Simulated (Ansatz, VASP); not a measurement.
## Cross-check of Sb (Sb monolayer (from R-3m)) between VASP and Ansatz

Wanted: the spread between two codes on one cell, functional and k mesh. The structure shown is the start of the Ansatz relaxation below; VASP solves that cell, so the two are compared at the walk's first step.

Program: Ansatz 0.2.0. Level of theory: plane waves, with VASP 6.6.1 beside it; single point at PBE with D3(BJ). Results are calculated unless marked as measured.

## (1) The structure

The cell holds 2 atoms: 2 Sb. Its edges and angles: a = 4.308 Å, b = 4.308 Å, c = 26.813 Å, α = 90.0°, β = 90.0°, γ = 120.0°. Vacuum lies along c. The height across the vacuum is the one that the program set for its solve, not the one typed.

## (2) Ansatz: relaxation, PBE with D3(BJ)

Ansatz runs on its default PAW (the set named soft_2) files.

The two programs are compared at the cell with which this relaxation starts, whose forces are those of its first step.

The input, input.yaml:

```yaml
crystal:
  lattice:
    - [4.3084, 0.0, 0.0]
    - [-2.1542, 3.731184, 0.0]
    - [0.0, 0.0, 25.506733]
  atoms:
    - { symbol: Sb, position: [1.0, 1.0, 0.529536] }
    - { symbol: Sb, position: [0.6666667, 0.3333333, 0.470464] }
  periodic: [true, true, false]
basis:
  ecutwfc: 420
  xc_grid: 2
hamiltonian:
  xc: pbe
  dispersion: d3bj
kpoints:
  mp_grid: { grid: [9, 9, 1] }
scf:
  occupations: { method: fermi_dirac, width: 0.02 }
  max_iter: 100
relax:
  f_tol: 0.005
  max_steps: 60
  cell: {}
output:
  forces: true
checkpoint:
  write: "../cell.run"
  compress: false
  write_wavefunctions: false
  write_every: 100000
```

Run with:

```sh
$ ansatz run input.yaml --threads 4 --pin off --max-ram 15073MiB --backend cpu --events-out ev --progress --plain --runs-dir out
```

Numbers of over 12 decimals in the logs are rounded to 6 here.

What it wrote:

```text
Warning: crystal.periodic: the lattice vector that does not repeat stood 0.000° off the slab's normal, 25.507 Å along it as the deck builds it. The run solves the slab on a vector along the normal, 26.813 Å long, with every atom where it was (on the deck's vector they left 24.00 Å outside them, and the widest stretch free of ions among them is 1.51 Å). A fractional position that the run reports is one of the run's ce [...]
crystal.periodic: the lattice vector that does not repeat stood 0.000° off the slab's normal, 25.507 Å along it as the deck builds it. The run solves the slab on a vector along the normal, 26.813 Å long, with every atom where it was (on the deck's vector they left 24.00 Å outside them, and the widest stretch free of ions among them is 1.51 Å). A fractional position that the run reports is one of the run's cell, which [...]
Engine: ansatz 0.2.0, aarch64-unknown-linux-gnu
Pseudopotentials: kind: paw
Pseudopotential: Sb, paw, valence charge 15, recommended cutoff 420 eV (normal), Sb.paw.azcp
Functional definition: PBE
  parameter kappa = 0.804
  parameter beta = 0.066725
  exchange = pbe_x(kappa = kappa, mu = beta*pi^2/3)
  correlation = pbe_c(beta = beta)
Crystal: 2 atoms, lattice volume = 431.038 Å³
Basis set: ecut = 420 eV, 8399 PW (Γ), exchange–correlation on 60×60×360 points (8 copies of the dense FFT grid, shifted against one another)
Bands: 19, of which v1, the nominal top of the filled ones, is band 15 counted from 1 (14 counted from 0)
Symmetry: 12 space group operations
Space group: P-3m1 (ITA 164), of the structure as read, at distance tolerance 7.6e-5 Å
k-points: 12 of 81
Non-local potential: Sb, projectors of the file, l = 0: 2, l = 1: 2, l = 2: 2, l = 3: 2
PAW form: soft (Blöchl's): semilocal exchange-correlation on the pseudo side does not see the compensation charge
PAW one-centre angular grid: Sb, 590 points (default); XC on 64 Gauss nodes
Initial density: superposition of atomic densities (neutral atoms: chi_scale 0, normalization atom), corrected by the library's trained network
Initial wavefunctions: pseudopotential atomic-orbital guess
Functional: x = pbe(κ = 0.804, μ = 0.219515), c = pbe(β = 0.066725)
SCF iter   1: F=—  HF=-12969.159827 eV  |F-HF|=—  |Δ(HF+E_count)|=         —  Δρ=5.22e-4  dr2=1.51e-3  ethr=1.77e-3  ⟨swp⟩=13.7  Hψ=1866  notcnv=0
preconditioner: auto → Resta (q_TF=auto, 1.750 Å⁻¹)  ε∞=1.5  [insulator: Δε(μ)=0.905 eV  Ē_g=7.744 eV  σ=0.020 eV  W_gap=1.00  n_scr=44 (ndim 8)  ℏωp=5.7 eV  f_vac=0.781  D(μ)=0.00/eV (n_scr^D=0)  ε∞_Penn≈1.5  vacuum switching on, ρ_ref=4.3e-3 e/Å³]
SCF iter   2: F=—  HF=-12969.159889 eV  |F-HF|=—  |Δ(HF+E_count)|=   6.21e-5  Δρ=3.73e-4  dr2=7.59e-4  ethr=5.02e-6  ⟨swp⟩=4.6  Hψ=755  notcnv=0
SCF iter   3: F=—  HF=-12969.160455 eV  |F-HF|=—  |Δ(HF+E_count)|=   5.66e-4  Δρ=1.25e-4  dr2=8.88e-5  ethr=2.53e-6  ⟨swp⟩=3.5  Hψ=501  notcnv=0
SCF iter   4: F=—  HF=-12969.160594 eV  |F-HF|=—  |Δ(HF+E_count)|=   1.39e-4  Δρ=4.71e-5  dr2=8.36e-6  ethr=2.96e-7  ⟨swp⟩=4.3  Hψ=440  notcnv=0  defer=1
[...]
SCF 3 converged in 9 iterations: F = -12969.232984 eV  dr2 = 1.65e-12
relax step   3: F+E_penalty+E_count = -12969.23298424 eV  Δ(F+E_penalty+E_count) = -7.239e-2 eV  max|allowed force component| = 1.012e-1 eV/Å  Δτ_max = 0.0489 Å  P = -1.477 N/m  Ω = 415.957 Å³  energy of the carried Pulay correction = +4.287e-4 eV  fix = [c, alpha, beta]  reactions: c -0.000 N/m  (9 SCF iters, accepted)
[...]
relax step   4: F+E_penalty+E_count = -12969.27418950 eV  Δ(F+E_penalty+E_count) = -4.121e-2 eV  max|allowed force component| = 3.455e-1 eV/Å  Δτ_max = 0.0318 Å  P = -0.844 N/m  Ω = 395.926 Å³  energy of the carried Pulay correction = +1.022e-3 eV  fix = [c, alpha, beta]  reactions: c -0.000 N/m  (5 SCF iters, dr2 threshold 2.00e-7 eV, accepted)
[...]
relax step   5: F+E_penalty+E_count = -12969.28899875 eV  Δ(F+E_penalty+E_count) = -1.481e-2 eV  max|allowed force component| = 4.787e-2 eV/Å  Δτ_max = 0.0084 Å  P = -0.151 N/m  Ω = 386.465 Å³  energy of the carried Pulay correction = +1.313e-3 eV  fix = [c, alpha, beta]  reactions: c -0.000 N/m  (4 SCF iters, dr2 threshold 2.00e-7 eV, accepted)
[...]
relax step   6: F+E_penalty+E_count = -12969.28947148 eV  Δ(F+E_penalty+E_count) = -4.727e-4 eV  max|allowed force component| = 3.640e-3 eV/Å  Δτ_max = 0.0006 Å  P = +0.011 N/m  Ω = 384.188 Å³  energy of the carried Pulay correction = +1.384e-3 eV  fix = [c, alpha, beta]  reactions: c +0.000 N/m  (4 SCF iters, dr2 threshold 1.43e-7 eV, accepted)
[...]
relax step   7: F+E_penalty+E_count = -12969.28804058 eV  Δ(F+E_penalty+E_count) = +1.431e-3 eV  max|allowed force component| = 3.931e-3 eV/Å  Δτ_max = 0.0000 Å  P = +0.010 N/m  Ω = 384.188 Å³  fix = [c, alpha, beta]  reactions: c +0.000 N/m  stress off target by 9.94e-3 N/m on what of the cell is left free  SCF on the basis re-selected at this cell (its energy is not comparable with the rows above)  (6 SCF iters)
basis re-selected at this cell: Δ(F+E_penalty+E_count) = +1.431e-3 eV, ΔP = -0.001 N/m vs the last step (what re-selecting the basis moved, of the pressure what is left beyond the Pulay correction that the steps carried, after the strain that the cell walked since its last selection, with what the two solves' SCF thresholds leave and, on support functions, any second-order correction that the steps lacked; it is no m [...]
SCF converged after 6 iterations
Free energy (F): -12969.288041 eV
Harris-Foulkes:  -12969.288041 eV  (|F-HF|=3.46e-11)
Internal energy: -12969.288041 eV  (E = F + TS)
E sigma→0 (E₀):  -12969.288041 eV
Fermi energy:    -4.116996 eV
--- Per-component energies (eV) ---
  E_band       = -757.477533
  E_kinetic    = 412.982482
  E_local      = -35113.294688  (includes V_loc(G=0)·N_el)
  E_nonlocal   = 724.329837
  E_hartree    = 17199.157393
  E_xc         = -275.937967
  E_vxc        = -191.073169  (∫ρ·V_xc dr)
  E_paw        = -9150.597512  (= ΣΔE_a)
  E_vpaw       = -988.736704  (= ΣTr[D̂ρ^β])
  E_aug_tail   = -0.000003  (compensation charges beyond the density's cutoff)
  E_ewald      = 13234.545703
  E_disp       = -0.473285  (pairwise vdW)
  E_smearing   = -0.000000  (= −TS)
  E_closure    = -0.000000  (closes the sum)
  Σ components = -12969.288041   (vs F -12969.288041, Δ=0.00e0)
--- Forces (eV/Å), atoms counted from 1 ---
  atom   1  Sb     0.00000000     0.00000000     0.00393150
  atom   2  Sb     0.00000000    -0.00000000    -0.00393150
  max |Σ_I F_I| component: 9.25e-18 eV/Å
--- 2D stress c σ (N/m, compression-positive) ---
        0.009941      -0.000000       0.000000
       -0.000000       0.009941       0.000000
        0.000000       0.000000       0.000000
  P = ½ c Tr σ = 0.0099 N/m
--- Relaxed structure (6 steps of the walk, 5 accepted, 1 SCFs on fresh bases) ---
  F+E_penalty+E_count = -12969.28804058 eV   max|allowed force component| = 3.931e-3 eV/Å   (the final SCF, on the basis selected at the relaxed cell)
  cell:  # Å, volume = 384.1882 Å³
    - [4.067525, 0, 0]
    - [-2.033762, 3.522580, 0]
    - [0, 0, 26.813467463552]
  atoms:
    - { symbol: Sb, position: [1.0, 1.000000, 0.506401] }
    - { symbol: Sb, position: [0.666667, 0.333333, 0.444865] }
```

## (3) VASP: single point, PBE with D3(BJ), start cell

The same cell, functional, mesh and smearing now go to VASP, with its own data sets.

Lines of VASP's logs that name or quote its potential files are left out, and so is its time.

The input, INCAR:

```
SYSTEM = Sb
PREC = Accurate
ENCUT = 400
EDIFF = 1E-06
NELM = 120
ISMEAR = -1
SIGMA = 0.02
LREAL = .FALSE.
ALGO = Normal
GGA = PE
IVDW = 12
NBANDS = 11
LORBIT = 11
LWAVE = .FALSE.
LCHARG = .FALSE.
ISIF = 2
LDIPOL = .TRUE.
IDIPOL = 3
DIPOL = 0.5 0.5 0.476
LVHAR = .TRUE.
LASPH = .TRUE.
GGA_COMPAT = .FALSE.
EFERMI = MIDGAP
NELMDL = -8
```

The input, POSCAR:

```
Sb
1.0
    4.3084000000      0.0000000000      0.0000000000
   -2.1542000000      3.7311840000      0.0000000000
    0.0000000000      0.0000000000     26.8134670000
Sb
2
Direct
    0.0000000000      0.0000000000      0.5037294506
    0.6666666667      0.3333333333      0.4475363070
```

The input, KPOINTS:

```
Automatic mesh
0
Gamma
9 9 1
0 0 0
```

PAW data sets: Sb (PBE family, release 64).

Run with:

```sh
$ mpirun -np 1 vasp_std
```

What it wrote:

```text
[banner, memory and clock lines left out]
running    1 mpi-ranks, on    1 nodes
 distrk:  each k-point on    1 cores,    1 groups
 distr:  one band on    1 cores,    1 groups

 POSCAR found type information on POSCAR Sb
 POSCAR found :  1 types and       2 ions
 LDA part: xc-table for (Slater+PW92), standard interpolation
 POSCAR, INCAR and KPOINTS ok, starting setup
 FFT: planning ... GRIDC
 FFT: planning ... GRID_SOFT
 FFT: planning ... GRID
 WAVECAR not read
 entering main loop
       N       E                     dE             d eps       ncg     rms          rms(c)
DAV:   1     0.495945539734E+02    0.49595E+02   -0.21185E+03   264   0.442E+02
DAV:   2    -0.384606194181E+01   -0.53441E+02   -0.49224E+02   426   0.791E+01
DAV:   3    -0.798435220392E+01   -0.41383E+01   -0.41287E+01   375   0.302E+01
DAV:   4    -0.805819089891E+01   -0.73839E-01   -0.73825E-01   322   0.483E+00
DAV:   5    -0.806037526030E+01   -0.21844E-02   -0.21844E-02   374   0.986E-01
DAV:   6    -0.806044052832E+01   -0.65268E-04   -0.65268E-04   346   0.121E-01
DAV:   7    -0.806044153407E+01   -0.10057E-05   -0.10057E-05   377   0.160E-02
DAV:   8    -0.806044156718E+01   -0.33116E-07   -0.33107E-07   283   0.236E-03    0.287E+00
DAV:   9    -0.803143828534E+01    0.29003E-01   -0.17735E-02   321   0.716E-01    0.179E+00
DAV:  10    -0.801613815325E+01    0.15300E-01   -0.42865E-02   312   0.110E+00    0.119E-01
DAV:  11    -0.801617978393E+01   -0.41631E-04   -0.42991E-03   306   0.360E-01    0.416E-02
DAV:  12    -0.801623194200E+01   -0.52158E-04   -0.30419E-04   363   0.102E-01    0.249E-02
DAV:  13    -0.801624773968E+01   -0.15798E-04   -0.45011E-05   302   0.352E-02    0.111E-02
DAV:  14    -0.801625585339E+01   -0.81137E-05   -0.33313E-05   316   0.257E-02    0.581E-03
DAV:  15    -0.801633862431E+01   -0.82771E-04   -0.35214E-05   288   0.189E-02    0.529E-03
DAV:  16    -0.801634964131E+01   -0.11017E-04   -0.16167E-06   384   0.532E-03    0.301E-03
DAV:  17    -0.801638448410E+01   -0.34843E-04   -0.40021E-06   298   0.724E-03    0.263E-03
DAV:  18    -0.801638976947E+01   -0.52854E-05   -0.10915E-07   352   0.134E-03    0.141E-03
DAV:  19    -0.801640405594E+01   -0.14286E-04   -0.59375E-07   318   0.223E-03    0.123E-03
DAV:  20    -0.801640632917E+01   -0.22732E-05   -0.23603E-08   240   0.614E-04    0.657E-04
DAV:  21    -0.801640884856E+01   -0.25194E-05   -0.74552E-08   303   0.730E-04    0.263E-04
DAV:  22    -0.801640949677E+01   -0.64822E-06   -0.68592E-09   195   0.279E-04
   1 F= -.84367135E+01 E0= -.84367135E+01  d E =-.108964E-09
```

From OUTCAR (step 3):

```text
ion  position               nearest neighbor table
   1  0.000  0.000  0.504-   2 2.91   2 2.91   2 2.91
   2  0.667  0.333  0.448-   1 2.91   1 2.91   1 2.91

  LATTYP: Found a hexagonal cell.
 ALAT       =     4.3084000000
 C/A-ratio  =     6.2235324018

 Subroutine GETGRP returns: Found 12 space group operations
 (whereof  6 operations were pure point group operations)

The static configuration has the point symmetry C_3v.
 The point group associated with its full space group is D_3d.

 Found     12 irreducible k-points:

   k-points           NKPTS =     12   k-points in BZ     NKDIM =     12   number of bands    NBANDS=     11

   dimension x,y,z NGX =    28 NGY =   28 NGZ =  180
   dimension x,y,z NGXF=    56 NGYF=   56 NGZF=  360

   ENCUT  =  400.0 eV  29.40 Ry    5.42 a.u.   7.03  7.03 43.73*2*pi/ulx,y,z

   NELECT =      10.0000    total number of electrons

 k-points in reciprocal lattice and weights: Automatic mesh
   0.00000000  0.00000000  0.00000000       0.012
   0.11111111  0.00000000  0.00000000       0.074
   0.22222222 -0.00000000  0.00000000       0.074
   0.33333333 -0.00000000  0.00000000       0.074
   0.44444444 -0.00000000  0.00000000       0.074
   0.11111111  0.11111111  0.00000000       0.074
   0.22222222  0.11111111  0.00000000       0.148
   0.33333333  0.11111111  0.00000000       0.148
   0.44444444  0.11111111  0.00000000       0.074
   0.22222222  0.22222222  0.00000000       0.074
   0.33333333  0.22222222  0.00000000       0.148
   0.33333333  0.33333333  0.00000000       0.025

 dipolmoment           0.000000      0.000000      0.000002 electrons x Angstroem

 average (electrostatic) potential at core
       1 -95.6482       2 -95.6482

 E-fermi :  -2.9955

 k-point     1 :       0.0000    0.0000    0.0000
  band No.  band energies     occupation
      1     -14.3926      2.00000
      2      -9.3203      2.00000
      3      -3.9129      2.00000
      4      -3.9129      2.00000
      5      -3.4253      2.00000
      6      -2.6083      0.00000
      7      -0.9318      0.00000
      8      -0.9318      0.00000
      9       1.1236      0.00000
     10       1.3252      0.00000
    ...

 k-point     2 :       0.1111    0.0000    0.0000
  band No.  band energies     occupation
      1     -14.2768      2.00000
      2      -9.3844      2.00000
      3      -4.8137      2.00000
      4      -4.1442      2.00000
      5      -3.4158      2.00000
      6      -1.8946      0.00000
      7      -0.9904      0.00000
      8      -0.6592      0.00000
      9       1.2560      0.00000
     10       1.4504      0.00000
    ...

 k-point     3 :       0.2222   -0.0000    0.0000
  band No.  band energies     occupation
      1     -13.9372      2.00000
      2      -9.6773      2.00000
      3      -5.7597      2.00000
      4      -4.5970      2.00000
      5      -3.5201      2.00000
      6      -2.0440      0.00000
      7      -0.2661      0.00000
      8      -0.1780      0.00000
      9       1.5731      0.00000
     10       1.7878      0.00000
    ...

 Edisp (eV)   -0.42030

  Total      -1.50279    -1.50279     0.85008     0.00000     0.00000     0.00000
  in kB      -5.58592    -5.58592     3.15978     0.00000     0.00000     0.00000
  external pressure =       -2.67 kB  Pullay stress =        0.00 kB

  energy-cutoff  :      400.00
  volume of cell :      431.04
      direct lattice vectors                 reciprocal lattice vectors
     4.308400000  0.000000000  0.000000000     0.232104726  0.134005720  0.000000000
    -2.154200000  3.731184000  0.000000000     0.000000000  0.268011441  0.000000000
     0.000000000  0.000000000 26.813467000     0.000000000  0.000000000  0.037294692

 POSITION                                       TOTAL-FORCE (eV/Angst)
 -----------------------------------------------------------------------------------
      0.00000      0.00000     13.50673        -0.000000     -0.000000      0.567975
      2.15420      1.24373     12.00000         0.000000      0.000000     -0.567975
 -----------------------------------------------------------------------------------
    total drift:                                0.000000     -0.000000      0.000010

  FREE ENERGIE OF THE ION-ELECTRON SYSTEM (eV)
  ---------------------------------------------------
  free  energy   TOTEN  =        -8.4367134836 eV

  energy  without entropy=       -8.4367134835  energy(sigma->0) =       -8.43671348

 vacuum level on the upper side and lower side of the slab         1.628         1.628

 total charge
# of ion       s       p       d       tot
------------------------------------------
    1        1.212   1.155   0.023   2.390
    2        1.212   1.155   0.023   2.390
--------------------------------------------------
tot          2.424   2.310   0.047   4.781

[... 3 further parts left out ...]
```

## (4) Side by side

Known differences besides the potentials themselves: Ansatz cuts the interaction across the vacuum, VASP repeats the sheet with a dipole correction; the data sets hold 30 valence electrons in Ansatz (on its default PAW (the set named soft_2) files) and 10 in VASP; the cutoff is 420 eV in Ansatz and 400 eV in VASP. Total energies have different zeros and are not compared.

Forces (eV/Å; atoms numbered as in POSCAR):

```tsv
atom	Ansatz x, y, z	VASP x, y, z
Sb1	0.000, 0.000, 0.478	0.000, 0.000, 0.568
Sb2	0.000, 0.000, -0.478	0.000, 0.000, -0.568
```

The forces differ by 52 meV/Å r.m.s., which is 15.8 % of the r.m.s. force of 0.328 eV/Å (both taken over all components). With vacuum in the cell, a pressure given here is an average over mostly empty space and none of the material.

## (5) Summary of results

```json
{
 "r.m.s. force difference (single point, PBE with D3(BJ), start cell)": "16 % of the r.m.s. force"
}
```

The r.m.s. force difference is 16 % of the r.m.s. force (single point, PBE with D3(BJ), start cell), beyond the 3 % picked in this series as the mark of a large difference. The data sets hold unlike numbers of valence electrons (30 in Ansatz and 10 in VASP), so part of the differences comes from the potentials. What causes the difference of the single point, PBE with D3(BJ), start cell pair stays open here. 1 further run of this series is not shown here. Such differences can come from data sets, numerical settings and the points named under the comparisons, not from the functional's error against experiment.

[Lines on the potential files, build, host, timing and source positions are cut from VASP's logs without a mark.]

[Logs are printed without paths, hosts, clocks, repeated set-up lines and the standing remarks that a program may print on its own settings, such as how far it seeks lower states.]

[Hosts, paths, dates, database ids (printed as entryN), source tags and the programs' standing remarks are cut or masked in the printed files.]
